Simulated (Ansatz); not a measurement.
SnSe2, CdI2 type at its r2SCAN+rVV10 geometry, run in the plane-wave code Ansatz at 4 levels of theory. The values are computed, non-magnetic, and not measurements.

The LDA input:
```yaml
crystal:
  lattice:
    - [3.8251491972, 0.0, 0.0]
    - [-1.9125745986, 3.3126763781, 0.0]
    - [0.0, 0.0, 6.2270814759]
  atoms:
    - { symbol: Sn, position: [0.0, 0.0, 0.0] }
    - { symbol: Se, position: [0.3333333333, 0.6666666667, 0.2530781097] }
    - { symbol: Se, position: [0.6666666667, 0.3333333333, 0.7469218903] }
kpoints:
  mp_grid: { grid: [12, 12, 4] }
  band_path:
    path:
      - [0.0, 0.0, 0.0]
      - [0.5, 0.0, 0.0]
      - [0.3333333333, 0.3333333333, 0.0]
      - [0.0, 0.0, 0.5]
      - [0.5, 0.0, 0.5]
      - [0.3333333333, 0.3333333333, 0.5]
      - [-0.088542, 0.171875, 0.0]
      - [0.0, 0.458333, 0.34375]
    npoints: 1
hamiltonian:
  xc: lda
scf:
  occupations: { method: fixed }
  n_extra_bands: 4
output:
  forces: true
  stress: true
  eigenvalues: true
```

Main results, then, where recorded, the levels near the gap in eV from the Fermi energy (columns number the bands from 0), one row a point of the path (Γ, M, K, A, L, H, (-0.089, 0.172, 0), (0, 0.458, 0.344)):
```
Crystal: 3 atoms, lattice volume = 78.906 Å³
Symmetry: 12 space group operations
Space group: P-3m1 (ITA 164)
```
```
Basis set: ecut = 420 eV, 1545 PW (Γ)
Bands: 27, of which v1, the nominal top of the filled ones, is band 23 counted from 1 (22 counted from 0)
k-points: 69 of 576
Free energy (F): -16647.004397 eV
Fermi energy:    7.508884 eV
--- Forces (eV/Å), atoms counted from 1 ---
  atom   1  Sn      0.00000      0.00000      0.00000
  atom   2  Se      0.00000      0.00000    -0.02099
  atom   3  Se      0.00000      0.00000      0.02099
--- Stress (GPa, compression-positive) ---
       -1.700703       0.000000       0.000000
        0.000000      -1.700703       0.000000
        0.000000       0.000000      -1.447808
  P = ⅓ Tr σ = -1.6164 GPa (-16.164 kbar)
```
```tsv
band_19	band_20	band_21	band_22	band_23	band_24	band_25
-0.579	-0.293	-0.293	-0.131	0.785	2.914	4.544
-2.925	-2.489	-1.307	-0.266	1.053	3.593	5.214
-3.581	-3.256	-1.575	-1.575	1.097	6.220	6.220
-0.677	-0.677	-0.131	-0.131	2.308	2.805	4.283
-2.311	-2.018	-0.857	-0.669	0.609	4.007	4.598
-4.094	-3.640	-0.404	-0.404	2.214	4.379	4.379
-1.822	-0.639	-0.467	0.000	2.049	3.935	4.030
-2.333	-2.236	-0.881	-0.577	0.483	4.062	5.128
```

With LDA the valence top lies at k = (-0.089, 0.172, 0) and the conduction bottom at k = (0, 0.458, 0.344), 0.48 eV higher; the smallest vertical gap, at Γ, is 0.92 eV.

Question: In the first input these blocks are replaced (the band path and keys that only write files left aside):
```yaml
hamiltonian:
  xc: pbe
scf:
  occupations: { method: fermi_dirac, width: 0.02 }
  n_extra_bands: 8
magnetization:
  noncollinear: true
  spin_orbit: true
```
What comes out?

Answer:
```
Basis set: ecut = 420 eV, 1545 PW (Γ)
Bands: 54, of which v1, the nominal top of the filled ones, is band 46 counted from 1 (45 counted from 0)
k-points: 69 of 576
Free energy (F): -16965.822913 eV
Fermi energy:    8.196755 eV
--- Forces (eV/Å), atoms counted from 1 ---
  atom   1  Sn      0.00000      0.00000      0.00000
  atom   2  Se      0.00000      0.00000      0.26374
  atom   3  Se      0.00000      0.00000    -0.26374
--- Stress (GPa, compression-positive) ---
        2.877392       0.000000       0.000000
        0.000000       2.877392       0.000000
        0.000000       0.000000       3.023405
  P = ⅓ Tr σ = 2.9261 GPa (29.261 kbar)
```
```tsv
band_38	band_39	band_40	band_41	band_42	band_43	band_44	band_45	band_46	band_47	band_48	band_49	band_50	band_51
-0.845	-0.845	-0.798	-0.798	-0.568	-0.568	-0.447	-0.447	0.622	0.622	2.630	2.630	4.049	4.049
-3.336	-3.336	-2.833	-2.833	-1.674	-1.674	-0.667	-0.667	0.765	0.765	3.334	3.334	4.926	4.926
-3.959	-3.959	-3.631	-3.631	-1.969	-1.969	-1.915	-1.915	0.845	0.845	5.824	5.824	6.002	6.002
-1.211	-1.211	-0.900	-0.900	-0.687	-0.687	-0.407	-0.407	2.057	2.057	2.537	2.537	3.806	3.806
-2.765	-2.765	-2.337	-2.337	-1.307	-1.307	-1.004	-1.004	0.350	0.350	3.755	3.755	4.316	4.316
-4.463	-4.463	-4.005	-4.005	-0.853	-0.853	-0.762	-0.762	1.926	1.926	4.025	4.025	4.211	4.211
-2.215	-2.215	-1.047	-1.047	-0.856	-0.856	-0.370	-0.370	1.793	1.793	3.530	3.530	3.876	3.876
-2.820	-2.820	-2.515	-2.515	-1.320	-1.320	-0.934	-0.934	0.241	0.241	3.787	3.787	4.849	4.849
```
With PBE+SOC the valence top lies at Γ–M (0.33 of the way from Γ) and the conduction bottom at k = (0, 0.458, 0.344), 0.60 eV higher; the smallest vertical gap, at Γ, is 1.07 eV. The mean pressure at these positions is +2.93 GPa, compression counted positive.

r2SCAN. Against the first input these blocks differ (the band path and keys that only write files left aside):
```yaml
hamiltonian:
  xc: r2scan
```

```
Basis set: ecut = 500 eV, 1985 PW (Γ)
Bands: 27, of which v1, the nominal top of the filled ones, is band 23 counted from 1 (22 counted from 0)
k-points: 69 of 576
Free energy (F): -16996.160375 eV
Fermi energy:    7.501482 eV
--- Forces (eV/Å), atoms counted from 1 ---
  atom   1  Sn      0.00000      0.00000      0.00000
  atom   2  Se      0.00000      0.00000    -0.02894
  atom   3  Se      0.00000      0.00000      0.02894
--- Stress (GPa, compression-positive) ---
        0.940241       0.000000       0.000000
        0.000000       0.940241       0.000000
        0.000000       0.000000       0.907105
  P = ⅓ Tr σ = 0.9292 GPa (9.292 kbar)
```
```tsv
band_19	band_20	band_21	band_22	band_23	band_24	band_25
-0.585	-0.307	-0.307	-0.112	1.439	3.579	5.062
-2.934	-2.540	-1.228	-0.278	1.406	4.267	5.778
-3.604	-3.307	-1.551	-1.551	1.516	6.877	6.877
-0.687	-0.687	-0.146	-0.146	2.822	3.516	4.797
-2.360	-2.005	-0.825	-0.673	1.012	4.651	5.191
-4.129	-3.681	-0.409	-0.409	2.624	5.045	5.045
-1.820	-0.628	-0.448	0.000	2.532	4.562	4.673
-2.381	-2.222	-0.872	-0.582	0.916	4.688	5.745
```

With r2SCAN the valence top lies at k = (-0.089, 0.172, 0) and the conduction bottom at k = (0, 0.458, 0.344), 0.92 eV higher; the smallest vertical gap, at k = (0, 0.417, 1/4), is 1.49 eV. The mean pressure at these positions is +0.93 GPa, compression counted positive.

r2SCANh. Against the first input these blocks differ (the band path and keys that only write files left aside):
```yaml
kpoints:
  mp_grid: { grid: [6, 6, 4] }
hamiltonian:
  xc: r2scanh
```

```
Basis set: ecut = 500 eV, 1985 PW (Γ)
Bands: 27, of which v1, the nominal top of the filled ones, is band 23 counted from 1 (22 counted from 0)
k-points: 24 of 144
hybrid outer 1: dexx = +6.953e-4 eV, tail = 1.93e-6 eV
hybrid outer 2: dexx = +7.708e-9 eV, tail = 2.55e-9 eV, Δε = 6.09e-4 eV, ΔF = 1.17e-3 eV/Å
Free energy (F): -16995.494686 eV
Fermi energy:    7.164124 eV
--- Forces (eV/Å), atoms counted from 1 ---
  atom   1  Sn      0.00000      0.00000      0.00000
  atom   2  Se      0.00000      0.00000    -0.18134
  atom   3  Se      0.00000      0.00000      0.18134
--- Stress (GPa, compression-positive) ---
        0.221290       0.000000       0.000000
        0.000000       0.221290       0.000000
        0.000000       0.000000       0.019978
  P = ⅓ Tr σ = 0.1542 GPa (1.542 kbar)
```
```tsv
band_19	band_20	band_21	band_22	band_23	band_24	band_25
-0.561	-0.261	-0.261	-0.085	1.950	4.131	5.692
-3.024	-2.591	-1.227	-0.236	1.923	4.836	6.420
-3.706	-3.393	-1.581	-1.581	2.057	7.555	7.555
-0.670	-0.670	-0.093	-0.093	3.390	4.065	5.413
-2.401	-2.043	-0.815	-0.651	1.521	5.223	5.787
-4.260	-3.785	-0.386	-0.386	3.231	5.635	5.635
-1.841	-0.606	-0.402	0.039	3.091	5.150	5.262
-2.423	-2.273	-0.871	-0.555	1.427	5.267	6.356
```

The r2SCANh gap is indirect, 1.39 eV (k = (-0.089, 0.172, 0) to k = (0, 0.458, 0.344)), below the direct gap of 1.98 eV at k = (0, 0.458, 0.344). The mean stress, +0.2 GPa, is small, and the program warns that its thresholds are loose for a hybrid's stress.

The hybrids run on coarser meshes, which limits their stresses and small splittings of levels.

Totals of different functionals, or with and without spin-orbit coupling, can't be compared.

Only the levels marked +SOC include spin-orbit coupling.

The meshes of the hybrids are coarse, so their gaps aren't converged to the digits shown.
